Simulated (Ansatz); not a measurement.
Runs of Ansatz 0.2.0 on SnO2. The structure is trigonal, space group R-3m (No. 166). The conventional cell has a = 3.234 Å, b = 3.234 Å, c = 14.402 Å, α = 90.00°, β = 90.00°, γ = 120.00°. Around Sn (site symmetry -3m) lie 6 O at 2.13 Å. O (site symmetry 3m) has 3 Sn at 2.13 Å as nearest neighbours. Measurements of this composition are mostly on another form, of space group No. 136.

```tsv
task	level	cell	k mesh	cutoff (eV)	points for each segment of the path	gap on the mesh (eV)	pressure (GPa)	V0 of scaled cells (Å³/atom)	B0 (GPa)	largest force (eV/Å)
relaxation of cell and atoms	PBE0	relaxed	6 × 6 × 6	420	-	4.61	0.0	-	-	-
equation of state	PBEsol	as given	10 × 10 × 10	420	-	-	-	13.99	(d)	-
equation of state	r2SCAN	as given	10 × 10 × 10	500	-	-	-	(a)	171	-
band structure	PBEsol	as given	10 × 10 × 10	420	14	1.87	-5.1	-	-	0.39
band structure	LDA	as given	10 × 10 × 10	420	14	(c)	-9.1	-	-	(b)
```

Alike in all rows: potentials or basis Ansatz PAW; no spin polarisation; smearing fermi-dirac 0.05 eV.

**Question.** Estimate the missing entries.

**Answer.** (a) 13.83; (b) 0.68; (c) 1.77; (d) 156.

Caveats: spin-orbit coupling is left out, which moves the levels of the heavy elements (some runs); the PAW data sets come from PBE, with cores solved anew for the run's functional, which leaves a small shift of forces and pressure (some runs); the cell was scaled at fixed shape and fractional positions, which overstates the stiffness of a crystal with free parameters, most of all of layers and chains (some runs); the plane-wave basis is chosen anew once the cell has moved, so the energies of steps on either side of that aren't comparable (some runs); the PAW data sets were made with another functional, which shifts forces and pressure a little (some runs).

A k mesh can miss the band edges, and the runs leave out spin-orbit coupling on Sn.
